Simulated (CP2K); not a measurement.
Runs of CP2K 2026.2 on HfB2. It takes space group P6/mmm (No. 191, hexagonal). The conventional cell has a = 3.140 Å, b = 3.140 Å, c = 3.480 Å, α = 90.00°, β = 90.00°, γ = 120.00°. Around Hf (site symmetry 6/mmm) lie 12 B at 2.51 Å. B (site symmetry -6m2) is surrounded by 3 B at 1.81 Å. 

| task | level | potentials or basis | cell | smearing | EPS_DEFAULT | NGRIDS | points a segment of the path (NPOINTS) | bands added on the path | CUTOFF of the grids | gap on the mesh (eV) | pressure (GPa) |
| --- | --- | --- | --- | --- | --- | --- | --- | --- | --- | --- | --- |
| band structure | PBEsol | POTENTIAL_UZH Hf GTH-PBE-q12, B GTH-PBE-q3; TZVP-MOLOPT-PBE-GTH basis | as given | fermi-dirac 0.1 eV | 1.0E-10 | 5 | 10 | 4 | 450 Ry | none | -3.9 |
| band structure | PBE | POTENTIAL_UZH Hf GTH-PBE-q12, B GTH-PBE-q3; TZVP-MOLOPT-PBE-GTH basis | as given | fermi-dirac 0.05 eV | 1.0E-9 | 5 | 8 | 4 | 450 Ry | none | (a) |
| single point | PBEsol | POTENTIAL_UZH Hf GTH-PBE-q12, B GTH-PBE-q3; TZVP-MOLOPT-PBE-GTH basis | atoms moved at random, drawn with an rms of 0.05 Å | fermi-dirac 0.05 eV | 1.0E-10 | 5 | - | - | 450 Ry | none | -3.0 |
| band structure | r2SCAN | POTENTIAL_UZH Hf GTH-SCAN-q12, B GTH-SCAN-q3; TZVP-MOLOPT-SCAN-GTH basis | as given | fermi-dirac 0.01 eV | 1.0E-9 | 4 | 10 | 6 | 675 Ry | none | -4.7 |

Alike in all rows: no spin polarisation; k mesh 10 × 10 × 8.

Task: Estimate the missing entries.

Result: (a) -0.2.

Caveats: the basis of atomic orbitals isn't converged, which shifts pressures, moduli and gaps; spin-orbit coupling is left out, which moves the levels of the heavy elements (some runs); the potentials were made for another functional, which shifts forces and pressure (some runs).

A k mesh can miss the band edges, and the runs leave out spin-orbit coupling on Hf.

A gap of «none» marks a metal or a gap under the smearing width.
